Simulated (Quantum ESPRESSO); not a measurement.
# Sn (Immm) in Quantum ESPRESSO: a series of runs, part 2 of 2

Quantum ESPRESSO 7.5. The steps go on from the part before.

**3. Energy-loss spectrum, PBE (volume scaled by 1.08)**

Contents of pw.in:

```
&CONTROL
  calculation = 'scf'
  prefix = 'pwscf'
  outdir = './tmp'
  pseudo_dir = './pseudo'
  tprnfor = .true.
  tstress = .true.
  disk_io = 'low'
/
&SYSTEM
  ibrav = 0
  celldm(1) = 8
  nat = 1
  ntyp = 1
  ecutwfc = 65
  nbnd = 13
  occupations = 'smearing'
  smearing = 'mv'
  degauss = 0.00999582
/
&ELECTRONS
  conv_thr = 2d-10
  electron_maxstep = 120
  mixing_beta = 0.5
/
ATOMIC_SPECIES
Sn   118.7100 50_Sn_14_2.5_3.0_pbe_n_v1.0.upf
CELL_PARAMETERS alat
 -0.4184335748268   0.4303108580090   0.5667064585524
  0.4184335748268  -0.4303108580090   0.5667064585524
  0.4184335748268   0.4303108580090  -0.5667064585524
ATOMIC_POSITIONS crystal
Sn     0.0000000000    0.0000000000    0.0000000000
K_POINTS automatic
8 8 8 0 0 0
```

Contents of scf2.in:

```
&CONTROL
  calculation = 'scf'
  prefix = 'pwscf'
  outdir = './tmp'
  pseudo_dir = './pseudo'
  tprnfor = .true.
  tstress = .true.
  disk_io = 'low'
/
&SYSTEM
  ibrav = 0
  celldm(1) = 8
  nat = 1
  ntyp = 1
  ecutwfc = 65
  nbnd = 13
  occupations = 'smearing'
  smearing = 'mv'
  degauss = 0.00999582
/
&ELECTRONS
  conv_thr = 1d-11
  electron_maxstep = 120
  mixing_beta = 0.5
  startingpot = 'file'
  startingwfc = 'file'
/
ATOMIC_SPECIES
Sn   118.7100 50_Sn_14_2.5_3.0_pbe_n_v1.0.upf
CELL_PARAMETERS alat
 -0.4184335748268   0.4303108580090   0.5667064585524
  0.4184335748268  -0.4303108580090   0.5667064585524
  0.4184335748268   0.4303108580090  -0.5667064585524
ATOMIC_POSITIONS crystal
Sn     0.0000000000    0.0000000000    0.0000000000
K_POINTS automatic
8 8 8 0 0 0
```

Contents of eels.in:

```
&LR_INPUT
  prefix = 'pwscf'
  outdir = './tmp'
  restart_step = 5000
  restart = .false.
/
&LR_CONTROL
  calculator = 'lanczos'
  approximation = 'TDDFT'
  q1 = 0
  q2 = 0
  q3 = 0.5390154809
  itermax = 400
/
```

Contents of spectrum.in:

```
&LR_INPUT
  prefix = 'pwscf'
  outdir = './tmp'
  eels = .true.
  itermax0 = 400
  itermax = 20000
  extrapolation = 'osc'
  epsil = 0.05
  units = 1
  start = 0
  end = 40
  increment = 0.2
/
```

Contents of spectrum_short.in:

```
&LR_INPUT
  prefix = 'pwscf'
  outdir = './tmp'
  eels = .true.
  itermax0 = 266
  itermax = 20000
  extrapolation = 'osc'
  epsil = 0.05
  units = 1
  start = 0
  end = 40
  increment = 0.2
/
```

Potentials or basis: SPMS 1.0 PBE.

Run with:

```
$ OMP_NUM_THREADS=1 pw.x -in pw.in > pw.out
$ OMP_NUM_THREADS=1 pw.x -in scf2.in > scf2.out
$ OMP_NUM_THREADS=1 turbo_eels.x -in eels.in > eels.out
$ OMP_NUM_THREADS=1 turbo_spectrum.x -in spectrum.in > spectrum.out
$ OMP_NUM_THREADS=1 turbo_spectrum.x -in spectrum_short.in > spectrum_short.out
```

pw.out:

```text
This program is part of the open-source Quantum ESPRESSO suite
     for quantum simulation of materials; please cite
[... 9 lines left out ...]
     --------------------
     sticks:   dense  smooth     PW     G-vecs:    dense   smooth      PW
     Sum         895     895    311                14791    14791    3045

     Using Slab Decomposition

     bravais-lattice index     =            0
     lattice parameter (alat)  =       8.0000  a.u.
     unit-cell volume          =     208.9763 (a.u.)^3
     number of atoms/cell      =            1
     number of atomic types    =            1
     number of electrons       =        14.00
     number of Kohn-Sham states=           13
     kinetic-energy cutoff     =      65.0000  Ry
     charge density cutoff     =     260.0000  Ry
     scf convergence threshold =      2.0E-10
     mixing beta               =       0.5000
     number of iterations used =            8  plain     mixing
     Exchange-correlation= PBE
                           (   1   4   3   4   0   0   0)

     celldm(1)=   8.000000  celldm(2)=   0.000000  celldm(3)=   0.000000
     celldm(4)=   0.000000  celldm(5)=   0.000000  celldm(6)=   0.000000

     crystal axes: (cart. coord. in units of alat)
               a(1) = (  -0.418434   0.430311   0.566706 )
               a(2) = (   0.418434  -0.430311   0.566706 )
               a(3) = (   0.418434   0.430311  -0.566706 )

     reciprocal axes: (cart. coord. in units 2 pi/alat)
               b(1) = ( -0.000000  1.161951  0.882291 )
               b(2) = (  1.194933 -0.000000  0.882291 )
               b(3) = (  1.194933  1.161951  0.000000 )

     PseudoPot. # 1 for Sn read from file:
     50_Sn_14_2.5_3.0_pbe_n_v1.0.upf
     Pseudo is Norm-conserving + core correction, Zval = 14.0
     Generated using ONCVPSP code by D. R. Hamann
     Using radial grid of 1640 points,  6 beta functions with:
                l(1) =   0
                l(2) =   0
                l(3) =   1
                l(4) =   1
                l(5) =   2
                l(6) =   2

     atomic species   valence    mass     pseudopotential
     Sn               14.00   118.71000     Sn( 1.00)

      8 Sym. Ops., with inversion, found

   Cartesian axes

     site n.     atom                  positions (alat units)
         1        Sn     tau(   1) = (   0.0000000   0.0000000   0.0000000  )

     number of k points=    95  Marzari-Vanderbilt smearing, width (Ry)=  0.0100
                       cart. coord. in units 2pi/alat
        k(    1) = (   0.0000000   0.0000000   0.0000000), wk =   0.0039062
        k(    2) = (   0.1493666   0.1452438   0.0000000), wk =   0.0156250
        k(    3) = (   0.2987332   0.2904877   0.0000000), wk =   0.0156250
        k(    4) = (   0.4480998   0.4357315   0.0000000), wk =   0.0156250
        k(    5) = (  -0.5974664  -0.5809753   0.0000000), wk =   0.0078125
        k(    6) = (   0.1493666  -0.0000000   0.1102864), wk =   0.0156250
[... 87 lines left out ...]
        k(   94) = (  -0.8961996   0.0000000  -0.0000000), wk =   0.0078125
        k(   95) = (  -1.1949328  -1.1619507  -0.8822910), wk =   0.0039062

     Dense  grid:    14791 G-vectors     FFT dimensions: (  36,  36,  36)

     Initial potential from superposition of free atoms

     starting charge      13.9985, renormalised to      14.0000
     Starting wfcs are    9 randomized atomic wfcs +    4 random wfcs

     Self-consistent Calculation

     iteration #  1     ecut=    65.00 Ry     beta= 0.50
     Davidson diagonalization with overlap
     ethr =  1.00E-02,  avg # of iterations =  4.4

     Threshold (ethr) on eigenvalues was too large:
     Diagonalizing with lowered threshold

     Davidson diagonalization with overlap
     c_bands:  1 eigenvalues not converged
     ethr =  2.04E-05,  avg # of iterations =  5.8

     total energy              =    -141.13467332 Ry
     estimated scf accuracy    <       0.00270424 Ry

     iteration #  2     ecut=    65.00 Ry     beta= 0.50
     Davidson diagonalization with overlap
     ethr =  1.93E-05,  avg # of iterations =  1.8

     total energy              =    -141.13489991 Ry
     estimated scf accuracy    <       0.00028392 Ry
[... 33 lines left out ...]
     total energy              =    -141.13492904 Ry
     estimated scf accuracy    <          4.2E-10 Ry

     iteration #  8     ecut=    65.00 Ry     beta= 0.50
     Davidson diagonalization with overlap
     ethr =  2.99E-12,  avg # of iterations =  2.9

     End of self-consistent calculation

          k = 0.0000 0.0000 0.0000 (  1879 PWs)   bands (ev):

   -11.1101 -11.1002 -11.0850 -11.0640 -11.0356   0.1905  16.9025  17.0478
    17.3872  21.1596  21.1604  21.6215  21.7891

          k = 0.1494 0.1452 0.0000 (  1868 PWs)   bands (ev):

   -11.1131 -11.0860 -11.0727 -11.0675 -11.0336   0.5595  15.6029  15.7736
    16.0495  19.0791  20.9668  23.2137  23.2735
[... 253 lines left out ...]
   -11.0912 -11.0874 -11.0604 -11.0255 -11.0022   3.5715   8.8286  11.4175
    14.2935  18.4183  20.4623  22.2864  25.6104

          k =-0.7468 0.0000-0.3309 (  1833 PWs)   bands (ev):

   -11.0930 -11.0903 -11.0763 -11.0132 -10.9933   4.0236   6.9941  14.1124
    14.1256  17.9926  21.0036  21.1110  24.5488

          k = 0.0000 0.5810-0.2206 (  1857 PWs)   bands (ev):

   -11.0945 -11.0851 -11.0792 -11.0161 -11.0070   3.2710   7.7119  13.7910
    15.1248  18.6091  21.0315  21.2499  25.2754

          k =-1.0456-0.4357-0.2206 (  1844 PWs)   bands (ev):

   -11.0956 -11.0862 -11.0500 -11.0322 -10.9962   4.3880   7.2702  11.8780
    13.5620  18.7543  20.5198  24.1325  25.2538

          k =-0.8962-0.2905-0.2206 (  1843 PWs)   bands (ev):
[... 6 lines left out ...]
   -11.0951 -11.0823 -11.0519 -11.0285 -10.9965   4.6084   7.3169  11.5871
    13.4910  18.3611  20.0939  24.6149  25.3034

          k =-0.5975 0.0000-0.2206 (  1850 PWs)   bands (ev):

   -11.0931 -11.0852 -11.0777 -11.0102 -11.0070   3.4746   7.7805  13.7502
    14.7288  18.3247  20.5841  20.7293  25.4514

          k = 0.0000 0.4357-0.1103 (  1857 PWs)   bands (ev):

   -11.0910 -11.0831 -11.0797 -11.0414 -11.0206   1.8778  10.4831  13.6501
    16.0905  19.6218  20.9883  21.4931  24.1650

          k = 0.1494 0.5810-0.1103 (  1857 PWs)   bands (ev):

   -11.0968 -11.0857 -11.0565 -11.0301 -11.0081   3.2260   9.0668  12.0157
    13.7185  18.9579  20.7442  22.7082  25.3681

          k =-0.8962-0.4357-0.1103 (  1851 PWs)   bands (ev):

   -11.1075 -11.0806 -11.0478 -11.0260 -10.9861   4.9302   8.3795   9.8528
    12.1887  18.4276  21.4208  23.0720  24.5867

          k =-0.7468-0.2905-0.1103 (  1841 PWs)   bands (ev):
[... 36 lines left out ...]
   -11.1251 -11.0963 -11.0367 -11.0047 -10.9969   3.8317   9.3752  11.5024
    12.3473  18.0404  18.5058  23.1850  28.8870

          k =-0.4481-0.1452 0.0000 (  1854 PWs)   bands (ev):

   -11.1107 -11.0797 -11.0551 -11.0452 -11.0138   2.0669  11.6485  12.7154
    14.6550  19.0184  19.3580  21.8338  24.6978

          k =-0.2987 0.0000 0.0000 (  1855 PWs)   bands (ev):

   -11.0975 -11.0900 -11.0683 -11.0657 -11.0298   0.9509  13.7675  14.5199
    16.6686  20.2825  21.0757  21.7430  21.8318

          k = 0.5975 0.5810 0.4411 (  1852 PWs)   bands (ev):

   -11.0848 -11.0692 -11.0661 -11.0294 -10.9969   5.4819   8.9041   9.1074
    10.2546  21.3132  22.9000  22.9036  23.9932

          k = 0.0000 0.0000 0.4411 (  1858 PWs)   bands (ev):
[... 21 lines left out ...]
   -11.1191 -11.0913 -11.0397 -11.0012 -10.9990   4.1218   9.5047  11.0193
    12.3533  17.3607  18.2543  23.9240  28.8097

          k =-0.8962 0.0000-0.2206 (  1838 PWs)   bands (ev):

   -11.1072 -11.0773 -11.0531 -11.0210 -10.9917   4.3801   8.2314  11.7285
    12.8484  16.3214  21.2171  23.8935  24.4047

          k = 0.0000 0.7262-0.1103 (  1847 PWs)   bands (ev):

   -11.1074 -11.0580 -11.0513 -11.0338 -11.0067   4.3181   7.9663  10.9062
    13.9328  17.1195  23.2420  23.6417  24.2650

          k =-1.0456-0.2905-0.1103 (  1839 PWs)   bands (ev):

   -11.1085 -11.0819 -11.0433 -11.0201 -10.9874   5.2130   8.2113  10.1058
    11.8286  18.1851  20.2557  23.0789  26.0093

          k =-0.8962-0.1452-0.1103 (  1840 PWs)   bands (ev):
[... 21 lines left out ...]
   -11.0873 -11.0738 -11.0693 -11.0290 -10.9778   5.6818   8.7899   9.2564
    10.6200  19.9913  21.5030  21.9874  22.9146

          k =-0.7468-0.1452 0.0000 (  1841 PWs)   bands (ev):

   -11.0907 -11.0680 -11.0565 -11.0310 -11.0001   4.7395   9.0392   9.7011
    12.1689  18.2116  22.1936  22.3429  25.0555

          k =-0.5975 0.0000 0.0000 (  1857 PWs)   bands (ev):

   -11.0818 -11.0707 -11.0605 -11.0429 -11.0183   3.1567  10.0967  10.9088
    14.5665  17.7263  22.6409  22.7156  23.5273

          k = 0.0000 0.0000 0.6617 (  1850 PWs)   bands (ev):

   -11.1384 -11.1000 -11.0138 -10.9999 -10.9985   3.8345  10.1128  12.0982
    12.6851  15.6428  16.1998  28.4579  28.5642

          k =-1.1949-0.1452-0.1103 (  1848 PWs)   bands (ev):

   -11.1375 -11.1027 -11.0148 -10.9933 -10.9865   5.1013   8.5432  10.7038
    12.5313  15.8341  17.0689  27.4685  27.9538

          k =-1.0456 0.0000-0.1103 (  1840 PWs)   bands (ev):

   -11.1333 -11.1037 -11.0160 -10.9937 -10.9868   5.1354   8.6234  11.0143
    11.9548  15.3711  17.7404  27.2869  27.8630

          k = 0.0000 0.8715-0.0000 (  1849 PWs)   bands (ev):

   -11.1239 -11.0824 -11.0232 -11.0112 -10.9971   5.4198   8.4535   9.1793
    12.9709  16.2167  20.0108  26.7336  26.8409

          k =-1.0456-0.1452-0.0000 (  1842 PWs)   bands (ev):

   -11.1263 -11.1018 -11.0156 -11.0067 -10.9795   5.8447   8.0683  10.5023
    11.0731  16.8771  17.8888  26.3779  26.7064

          k =-0.8962 0.0000-0.0000 (  1840 PWs)   bands (ev):

   -11.1139 -11.0815 -11.0269 -11.0135 -10.9981   5.6447   8.4985   9.2250
    12.4323  15.7335  20.9407  26.4012  26.5630

          k =-1.1949-1.1620-0.8823 (  1844 PWs)   bands (ev):

   -11.1476 -11.1131 -11.0051 -10.9803 -10.9802   5.8387   7.6580  11.6411
    12.2321  14.9634  15.8181  29.8167  30.6040

     the Fermi energy is    10.5239 ev

!    total energy              =    -141.13492904 Ry
     estimated scf accuracy    <          1.0E-12 Ry
     smearing contrib. (-TS)   =      -0.00007869 Ry
     internal energy E=F+TS    =    -141.13485036 Ry

     The total energy is F=E-TS. E is the sum of the following terms:
     one-electron contribution =     -36.13797836 Ry
     hartree contribution      =      25.93988022 Ry
     xc contribution           =     -35.55059388 Ry
     ewald contribution        =     -95.38615835 Ry

     convergence has been achieved in   8 iterations

     Forces acting on atoms (cartesian axes, Ry/au):

     atom    1 type  1   force =     0.00000000    0.00000000    0.00000000

     Total force =     0.000000     Total SCF correction =     0.000000

     Computing stress (Cartesian axis) and pressure

          total   stress  (Ry/bohr**3)                   (kbar)     P=      -37.80
  -0.00024551   0.00000000  -0.00000000          -36.12        0.00       -0.00
   0.00000000  -0.00023993  -0.00000000            0.00      -35.29       -0.00
  -0.00000000  -0.00000000  -0.00028549           -0.00       -0.00      -42.00

=------------------------------------------------------------------------------=
   JOB DONE.
=------------------------------------------------------------------------------=
```

Run time: 16 min. Hardware: 1 thread of Arm Neoverse V1, shared host; peak memory 0.7 GiB.

Results:

```yaml
Free_energy: -1920.2385 eV
Pressure: -3.8 GPa
Band_gap_on_the_k_mesh: none (metal or under the smearing width)
Peak_of_the_energy-loss_function: 14.8 eV
```

Stress tensor (GPa, compression positive):
```
-3.61  0.00  0.00
 0.00 -3.53  0.00
 0.00  0.00 -4.20
```

Levels at points of the mesh, in eV from the Fermi level:
```
              k point  band 4  band 5  band 6  band 7  band 8  band 9  band 10  band 11
   (0.00, 0.00, 0.00)  -21.59  -21.56  -10.33    6.38    6.52    6.86    10.64    10.64
  (0.00, 0.00, -0.50)  -21.52  -21.50   -5.36   -3.33    1.90    2.27     5.23     5.74
  (0.00, -0.50, 0.00)  -21.52  -21.52   -6.57   -4.03    4.39    5.20     8.55     9.28
 (0.00, -0.50, -0.50)  -21.53  -21.52   -6.80   -4.08    4.78    5.47     9.00     9.81
(-0.50, -0.50, -0.50)  -21.50  -21.50   -4.69   -2.87    1.12    1.71     4.44     5.29
```

Energy-loss function at q = [0.0, 0.0, 0.8] (Å⁻¹, cartesian):
```tsv
energy (eV)	loss
0.0	0.000
1.8	0.018
3.4	0.068
5.2	0.144
7.0	0.239
8.6	0.401
10.4	0.681
12.2	0.956
13.8	1.471
15.6	1.572
17.4	0.587
19.0	0.308
20.8	0.227
22.4	0.238
24.2	0.312
26.0	0.316
27.6	0.221
29.4	0.157
31.2	0.141
32.8	0.143
34.6	0.147
36.4	0.151
38.0	0.157
39.8	0.165
```

Caveat: the k mesh is coarse; the Lanczos chain is short for so many electrons, so humps in the spectrum may be artefacts.
